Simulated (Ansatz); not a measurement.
# Cs (Im-3m) in Ansatz: further runs

One crystal, Cs, is run at these levels: HISS+D3(BJ)-ATM, BLYP; tasks: relaxation of cell and atoms, single point.

All numbers are computed with Ansatz 0.2.0; they aren't measurements. Logs are shortened: lines on timing, memory, paths and dates and some standing lists are left out, and cuts for length are marked.

**1. Starting point**

Symmetry: Im-3m, No. 229, cubic system. The conventional cell has a = 6.257 Å, b = 6.257 Å, c = 6.257 Å, α = 90.00°, β = 90.00°, γ = 90.00°.

**2. Relaxation of cell and atoms, HISS+D3(BJ)-ATM**

input.yaml reads:

```yaml
crystal:
  lattice:
    - [-3.1284650614, 3.1284650614, 3.1284650614]
    - [3.1284650614, -3.1284650614, 3.1284650614]
    - [3.1284650614, 3.1284650614, -3.1284650614]
  atoms:
    - { symbol: Cs, position: [0.0, 0.0, 0.0] }
hamiltonian:
  xc: hiss
  pseudopotentials: { kind: nc, accuracy: standard, xc_functional: lda }
  dispersion: d3bjatm
kpoints:
  mp_grid: { grid: [5, 5, 5] }
scf:
  occupations: { method: gaussian, width: 0.1 }
  exx: { singularity: none }
output:
  forces: true
  stress: true
relax:
  f_tol: 0.01
  max_steps: 40
  cell: { stress_tol: 0.05 }
```

Potentials or basis: PseudoDojo standard (LDA files).

The run is started by

```bash
ansatz run input.yaml --threads 1 --pin off --max-ram 2560MiB --backend cpu --events-out ev --progress --plain --runs-dir out
```

What it wrote:

```text
Warning: the engine holds no damping parameters fitted to this dispersion correction and functional, so the run takes those fitted to hse06 (hamiltonian.dispersion, under Limitations)
Warning: RAYON_NUM_THREADS=1 ignored (pool sized by the plan → 1); use --threads N
Engine: ansatz 0.2.0, x86_64-unknown-linux-gnu
Pseudopotentials: kind: nc
Pseudopotential: Cs, nc, valence charge 9, recommended cutoff 653.07327 eV (normal), Cs.nc.azcp (PseudoDojo's, or run here from an input of PseudoDojo's; its table is named by hamiltonian.pseudopotentials.accuracy)
Functional definition: HISS
  parameter a = 0.6
  parameter omega_sr = 0.84/bohr
  parameter omega_lr = 0.20/bohr
  exchange = wpbe_x - a*(pbe_x_sr(omega_lr) - pbe_x_sr(omega_sr)) + a*(exact_x_sr(omega_lr) - exact_x_sr(omega_sr))
  correlation = pbe_c
Crystal: 1 atoms, lattice volume = 122.477 Å³
Basis set: ecut = 653.07327 eV, 4585 PW (Γ), exchange–correlation on 96×96×96 points (8 copies of the dense FFT grid, shifted against one another)
Bands: 9, of which v1, the nominal top of the filled ones, is band 5 counted from 1 (4 counted from 0)
Symmetry: 48 space group operations
Space group: Im-3m (ITA 229), of the structure as read, at distance tolerance 5.0e-5 Å
k-points: 10 of 125
Non-local potential: Cs, projectors of the file, l = 0: 2, l = 1: 2, l = 2: 2, l = 3: 2
Initial density: superposition of atomic densities (chi_scale 0.1, normalization cell)
Initial wavefunctions: pseudopotential atomic-orbital guess
Functional: x = wpbeh, c = pbe(β = 0.06672455060314922), warm-up for x = wpbeh + 0.6 (exact − pbe) at middle range (ω = 1.5873699446856468 to 0.37794522492515403 Å⁻¹), c = pbe(β = 0.06672455060314922)
iter 1 solved again at ethr=9.13e-5 eV; its pass at ethr=1.00e-1 eV (dr2=8.22e-3 eV) is discarded
SCF iter   1: F=—  HF=-640.037378 eV  |F-HF|=—  |Δ(HF+E_count)|=         —  Δρ=2.26e-3  dr2=9.30e-3  ethr=9.13e-5  ⟨swp⟩=10.7  Hψ=865  notcnv=0  reapply=2
preconditioner: auto → none  [insulator: Δε(μ)=0.339 eV  Ē_g=2.694 eV  σ=0.100 eV  W_gap=0.69  n_scr=12 (ndim 8)  ℏωp=3.4 eV  f_vac=0.000  D(μ)=1.92/eV (n_scr^D=12)]
SCF iter   2: F=—  HF=-640.042633 eV  |F-HF|=—  |Δ(HF+E_count)|=   5.26e-3  Δρ=1.15e-3  dr2=2.57e-3  ethr=9.13e-5  ⟨swp⟩=2.6  Hψ=145  notcnv=0
iter 3 solved again at ethr=5.94e-8 eV; its pass at ethr=2.86e-5 eV (dr2=5.35e-6 eV) is discarded
SCF iter   3: F=—  HF=-640.044894 eV  |F-HF|=—  |Δ(HF+E_count)|=   2.26e-3  Δρ=7.33e-5  dr2=6.82e-6  ethr=5.94e-8  ⟨swp⟩=5.5  Hψ=433  notcnv=0
SCF iter   4: F=—  HF=-640.044909 eV  |F-HF|=—  |Δ(HF+E_count)|=   1.53e-5  Δρ=2.38e-5  dr2=4.59e-7  ethr=5.94e-8  ⟨swp⟩=3.4  Hψ=178  notcnv=0
SCF iter   5: F=—  HF=-640.044903 eV  |F-HF|=—  |Δ(HF+E_count)|=   6.68e-6  Δρ=2.36e-6  dr2=1.59e-8  ethr=5.10e-9  ⟨swp⟩=3.4  Hψ=180  notcnv=0
SCF iter   6: F=—  HF=-640.044891 eV  |F-HF|=—  |Δ(HF+E_count)|=   1.14e-5  Δρ=4.12e-7  dr2=1.34e-10  ethr=1.77e-10  ⟨swp⟩=4.5  Hψ=212  notcnv=0
SCF iter   7: F=-640.044891 eV  HF=-640.044891 eV  |F-HF|=6.82e-13  |Δ(HF+E_count)|=  4.05e-10  Δρ=7.12e-8  dr2=6.14e-12  ethr=1.49e-12  ⟨swp⟩=5.0  Hψ=213  notcnv=0
SCF 1 converged in 7 iterations: F = -640.044891 eV  dr2 = 6.14e-12
Initial density: handed on by an earlier stage of this run
Initial wavefunctions: those handed on with the density
Functional: x = wpbeh + 0.6 (exact − pbe) at middle range (ω = 1.5873699446856468 to 0.37794522492515403 Å⁻¹), c = pbe(β = 0.06672455060314922)
Exchange kernel: α = 0.0000 at short range, 0.6000 at middle range (ω = 1.5874, 0.3779 Å⁻¹), several ranges, finite q→0 limit: no correction, no radius, q-mesh 5×5×5, nearest image of the exchange supercell L = 27.09 Å, pair-density grid 36×36×36 (sized by the pseudopotential files, none under that of scf.exx.ecutfock_ratio: 2, 40×40×40 at the most), exact exchange by density-matrix convolution
Frozen-core exchange: scaled_semilocal
[... 123 lines left out ...]
SCF 12 converged in 6 iterations: F = -617.600520 eV  dr2 = 9.97e-13
  Residual-converged pass: ⟨swp⟩=5.3  Hψ=275  notcnv=0  max |occ|·‖R‖ = 9.4e-9 eV (tolerance 1.0e-8 eV)  dr2=9.94e-13  max |Δocc| = 2.2e-14
hybrid outer 2: dexx = +6.482e-8 eV, tail = 1.22e-9 eV, Δε = 8.19e-5 eV (about 1.59e-6 eV left of the loop's levels)
Exchange kernel: α = 0.0000 at short range, 0.6000 at middle range (ω = 1.5874, 0.3779 Å⁻¹), several ranges, finite q→0 limit: no correction, no radius, q-mesh 5×5×5, nearest image of the exchange supercell L = 26.14 Å, pair-density grid 36×36×36 (sized by the pseudopotential files, none under that of scf.exx.ecutfock_ratio: 2, 40×40×40 at the most), exact exchange by density-matrix convolution
Frozen-core exchange: scaled_semilocal
SCF iter   1: F=—  HF=-617.600520 eV  |F-HF|=—  |Δ(HF+E_count)|=         —  Δρ=3.14e-7  dr2=5.26e-11  ethr=6.78e-11  ⟨swp⟩=9.6  Hψ=468  notcnv=0
SCF iter   2: F=-617.600520 eV  HF=-617.600520 eV  |F-HF|=7.96e-13  |Δ(HF+E_count)|=  7.62e-12  Δρ=1.58e-8  dr2=1.11e-12  ethr=1.00e-12  ⟨swp⟩=2.0  Hψ=136  notcnv=0
SCF 13 converged in 2 iterations: F = -617.600520 eV  dr2 = 1.11e-12
  Residual-converged pass: ⟨swp⟩=4.6  Hψ=271  notcnv=0  max |occ|·‖R‖ = 9.5e-9 eV (tolerance 1.0e-8 eV)  dr2=1.16e-12  max |Δocc| = 6.4e-18
hybrid outer 3: dexx = +2.689e-11 eV, tail = 2.90e-12 eV, Δε = 4.39e-6 eV (about 1.87e-7 eV left of the loop's levels), ΔF = 1.59e-30 eV/Å (tail 4.72e-31)
relax step   4: F+E_penalty+E_count = -617.60051982 eV  Δ(F+E_penalty+E_count) = -1.286e-4 eV  max|allowed force component| = 0.000e0 eV/Å  Δτ_max = 0.0000 Å  P = -0.004 GPa  Ω = 110.060 Å³  energy of the carried Pulay correction = +2.602e-4 eV  (14 SCF iters, accepted)
Basis set: ecut = 653.07327 eV, 4189 PW (Γ), exchange–correlation on 90×90×90 points (8 copies of the dense FFT grid, shifted against one another)
Exchange kernel: α = 0.0000 at short range, 0.6000 at middle range (ω = 1.5874, 0.3779 Å⁻¹), several ranges, finite q→0 limit: no correction, no radius, q-mesh 5×5×5, nearest image of the exchange supercell L = 26.14 Å, pair-density grid 36×36×36 (the finest that the files' search goes to), exact exchange by density-matrix convolution
Frozen-core exchange: scaled_semilocal
iter 1 solved again at ethr=2.84e-10 eV; its pass at ethr=1.00e-1 eV (dr2=2.55e-8 eV) is discarded
SCF iter   1: F=—  HF=-617.600334 eV  |F-HF|=—  |Δ(HF+E_count)|=         —  Δρ=2.23e-5  dr2=3.03e-8  ethr=2.84e-10  ⟨swp⟩=19.9  Hψ=1237  notcnv=15
preconditioner: auto → none  [insulator: Δε(μ)=0.383 eV  Ē_g=3.481 eV  σ=0.100 eV  W_gap=0.69  n_scr=12 (ndim 8)  ℏωp=3.5 eV  f_vac=0.000  D(μ)=1.92/eV (n_scr^D=12)]
SCF iter   2: F=—  HF=-617.600334 eV  |F-HF|=—  |Δ(HF+E_count)|=   3.53e-7  Δρ=1.12e-5  dr2=9.71e-9  ethr=2.84e-10  ⟨swp⟩=3.2  Hψ=169  notcnv=0  defer=5
iter 3 solved again at ethr=1.00e-12 eV; its pass at ethr=7.73e-11 eV (dr2=3.92e-12 eV) is discarded
SCF iter   3: F=—  HF=-617.600334 eV  |F-HF|=—  |Δ(HF+E_count)|=   1.24e-7  Δρ=1.09e-7  dr2=3.93e-11  ethr=1.00e-12  ⟨swp⟩=2.4  Hψ=376  notcnv=0
SCF iter   4: F=-617.600334 eV  HF=-617.600334 eV  |F-HF|=4.87e-11  |Δ(HF+E_count)|=   1.01e-9  Δρ=6.80e-8  dr2=2.00e-12  ethr=1.00e-12  ⟨swp⟩=5.4  Hψ=283  notcnv=0
SCF 14 converged in 4 iterations: F = -617.600334 eV  dr2 = 2.00e-12
hybrid outer 1: dexx = +7.132e-9 eV, tail = 1.20e-10 eV
Exchange kernel: α = 0.0000 at short range, 0.6000 at middle range (ω = 1.5874, 0.3779 Å⁻¹), several ranges, finite q→0 limit: no correction, no radius, q-mesh 5×5×5, nearest image of the exchange supercell L = 26.14 Å, pair-density grid 36×36×36 (the finest that the files' search goes to), exact exchange by density-matrix convolution
Frozen-core exchange: scaled_semilocal
SCF iter   1: F=—  HF=-617.600334 eV  |F-HF|=—  |Δ(HF+E_count)|=         —  Δρ=5.90e-8  dr2=1.42e-12  ethr=6.69e-12  ⟨swp⟩=19.1  Hψ=753  notcnv=5
preconditioner: auto → none  [insulator: Δε(μ)=0.383 eV  Ē_g=3.161 eV  σ=0.100 eV  W_gap=0.69  n_scr=12 (ndim 8)  ℏωp=3.5 eV  f_vac=0.000  D(μ)=1.92/eV (n_scr^D=12)]
SCF iter   2: F=-617.600334 eV  HF=-617.600334 eV  |F-HF|=0.00e0  |Δ(HF+E_count)|=  3.41e-13  Δρ=2.37e-8  dr2=1.74e-13  ethr=1.00e-12  ⟨swp⟩=2.0  Hψ=136  notcnv=0
SCF 15 converged in 2 iterations: F = -617.600334 eV  dr2 = 1.74e-13
  Residual-converged pass: ⟨swp⟩=4.8  Hψ=243  notcnv=0  max |occ|·‖R‖ = 9.0e-9 eV (tolerance 1.0e-8 eV)  dr2=1.70e-13  max |Δocc| = 2.6e-19
hybrid outer 2: dexx = +1.756e-12 eV, tail = 3.85e-13 eV, Δε = 1.96e-6 eV (about 9.39e-8 eV left of the loop's levels)
relax step   5: F+E_penalty+E_count = -617.60033431 eV  Δ(F+E_penalty+E_count) = +1.855e-4 eV  max|allowed force component| = 0.000e0 eV/Å  Δτ_max = 0.0000 Å  P = -0.006 GPa  Ω = 110.060 Å³  stress off target by 6.26e-3 GPa  SCF on the basis re-selected at this cell (its energy is not comparable with the rows above)  (6 SCF iters)
basis re-selected at this cell: Δ(F+E_penalty+E_count) = +1.855e-4 eV, ΔP = -0.002 GPa vs the last step (what re-selecting the basis moved, of the pressure what is left beyond the Pulay correction that the steps carried, after the strain that the cell walked since its last selection, with what the two solves' SCF thresholds leave and, on support functions, any second-order correction that the steps lacked; it is no measure of the basis error at this ecutwfc). The dense FFT grid was sized anew with the basis: this SCF ran on 45×45×45 points, the steps before it on 48×48×48, so part of this shift can come from that change (see relax.cell in the input reference). This SCF's stress stands 6.26e-3 GPa from its target on what of the cell is left free (relax.cell.stress_tol is 5.00e-2 GPa) and its largest allowed force component is 0.00e0 eV/Å (relax.f_tol is 1.00e-2 eV/Å): within both
hybrid SCF converged: 2 outer / 6 inner (+0 warm-up), last move |dexx| = 1.76e-12 eV, tail = 3.85e-13 eV
Stability not checked: this state was not tested for a lower state beside it, because the functional holds exact exchange (a hybrid, or Hartree-Fock), whose exchange loop this test does not read (fock_operator; see scf.lower_state_search)
Free energy (F): -617.600334 eV
Frozen-core exchange: scaled_semilocal
Harris-Foulkes:  -617.600334 eV  (|F-HF|=0.00e0)
Internal energy: -617.590721 eV  (E = F + TS)
E sigma→0 (E₀):  -617.595528 eV
Entropy (-TS):   -0.009613 eV (-9.613 meV/atom)
Fermi energy:    2.550909 eV
--- Per-component energies (eV) ---
  E_band       = -107.421901
  E_kinetic    = 139.962773
  E_local      = -466.803373  (includes V_loc(G=0)·N_el)
  E_nonlocal   = 91.903536
  E_hartree    = 134.164376
  E_xc         = -142.973115
  E_vxc        = -96.476960  (∫ρ·V_xc dr)
  E_exx        = -22.168314  (= α·E_x^exact, valence–valence)
  E_ewald      = -351.503925
  E_disp       = -0.172678  (pairwise vdW)
  E_smearing   = -0.009613  (= −TS)
  E_closure    = 0.000000  (closes the sum)
  Σ components = -617.600334   (vs F -617.600334, Δ=0.00e0)
--- Forces (eV/Å), atoms counted from 1 ---
  atom   1  Cs     0.00000000    -0.00000000     0.00000000
  max |Σ_I F_I| component: 2.37e-30 eV/Å
--- Stress (GPa, compression-positive) ---
       -0.006264       0.000000       0.000000
        0.000000      -0.006264       0.000000
       -0.000000       0.000000      -0.006264
  P = ⅓ Tr σ = -0.0063 GPa (-0.063 kbar)
--- Band table (eV; the first three rows and the last of 10) ---
  k-point 0: bands = ["-24.9809", "-9.8145", "-9.8145", "-9.8145", "0.5703", "5.4362", "5.4362"]
  k-point 1: bands = ["-24.9774", "-9.8729", "-9.8332", "-9.8146", "1.0589", "4.7712", "4.9795"]
  k-point 2: bands = ["-24.9716", "-9.9637", "-9.8632", "-9.8149", "2.2028", "3.6884", "4.4975"]
  k-point 9: bands = ["-24.9644", "-9.9291", "-9.9188", "-9.9188", "3.1394", "3.4083", "5.4009"]
  guard bands above this table: 2 of the run's 9 bands. The solve was not asked for them (output.publish_guard_bands: true or output.eigenvalues: true publishes all)
--- Relaxed structure (4 steps of the walk, 4 accepted, 1 SCFs on fresh bases) ---
  F+E_penalty+E_count = -617.60033431 eV   max|allowed force component| = 0.000e0 eV/Å   (the final SCF, on the basis selected at the relaxed cell)
  cell:  # Å, volume = 110.0600 Å³
    - [-3.018954471594076, 3.018954471594076, 3.018954471594076]
    - [3.018954471594076, -3.018954471594076, 3.018954471594076]
    - [3.018954471594076, 3.018954471594076, -3.018954471594076]
  atoms:
    - { symbol: Cs, position: [0.0, 0.0, 0.0] }
```

It took 5.9 min on 1 thread of AMD EPYC 7R13 (Zen 3), shared host; peak memory 2.5 GiB.

What came out:

* Free energy: -617.6003 eV
* Relaxed volume: 110.06 Å³/atom
* Relaxed cell: a = 5.229 Å, b = 5.229 Å, c = 5.229 Å, α = 109.47°, β = 109.47°, γ = 109.47°
* Space group after relaxing (to 0.05 Å): Im-3m (No. 229)
* Energy gained by relaxing: 8.8 meV/atom
* Ionic steps: 5
* Pressure after relaxing: 0.0 GPa
* Band gap on the k mesh: none (metal or under the smearing width)

Step by step:
```
step  energy change (eV)  largest force (eV/Å)  volume (Å³)
   1              0.0000                0.0000       122.48
   2             -0.0011                0.0000       121.59
   3             -0.0088                0.0000       108.23
   4             -0.0090                0.0000       110.06
   5             -0.0088                0.0000       110.06
```

Final structure:
```yaml
crystal:
  lattice:
    - [-3.01895, 3.01895, 3.01895]
    - [3.01895, -3.01895, 3.01895]
    - [3.01895, 3.01895, -3.01895]
  atoms:
    - { symbol: Cs, position: [0.00000, 0.00000, 0.00000] }
```

Caveat: the plane-wave basis is chosen anew once the cell has moved, so the energies of steps on either side of that aren't comparable; the potentials were made for another functional, which shifts forces and pressure; pairwise dispersion overbinds metals, which lowers pressure and volume; the dispersion damping was fitted for another functional or another form of the correction.

(Part 1 of 2 ends here.)
